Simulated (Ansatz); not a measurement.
Nb under changes of volume

One of the cells (18.428 Å³/atom); the others are scaled copies at fixed shape and fractional positions:

```xyz
1
Lattice="-1.6640 1.6640 1.6640 1.6640 -1.6640 1.6640 1.6640 1.6640 -1.6640" Properties=species:S:1:pos:R:3 pbc="T T T"
Nb    0.0000    0.0000    0.0000
```

- Program: Ansatz 0.2.0
- Functional: r2SCAN
- Potentials or basis: Ansatz PAW
- Cutoff: 500 eV (not typed: the program's choice for these potentials)
- k mesh: 11 × 11 × 11
- Occupations: fermi-dirac, width 0.05 eV
- Spin: no spin polarisation

| volume (Å³/atom) | energy over the lowest point (meV/atom) | pressure (GPa) |
| --- | --- | --- |
| 17.322 | 20.17 | 8.4 |
| 17.691 | 5.45 | 4.2 |
| 18.060 | 0.00 | 0.3 |
| 18.428 | ? | ? |
| 18.797 | 14.28 | -6.4 |
| 19.165 | 32.49 | -9.3 |
| 19.534 | 57.15 | -12.0 |

Task: What does the run at 18.428 Å³/atom give?

Result: Energy over the lowest point 3.18 meV/atom; pressure -3.2 GPa.

Worked out: A Birch-Murnaghan fit of order 3 (a polynomial in V^(-2/3)) to the other rows has its minimum at 18.10 Å³/atom with B0 = V·E''(V) = 181 GPa and B' = 3.5. It gives 3.25 meV/atom at 18.428 Å³/atom, against the run's 3.18, and -dE/dV = -3.1 GPa, against -3.2.

Energies are extrapolated to zero smearing.

Caveats: the PAW data sets come from PBE, with cores solved anew for the run's functional, which leaves a small shift of forces and pressure.
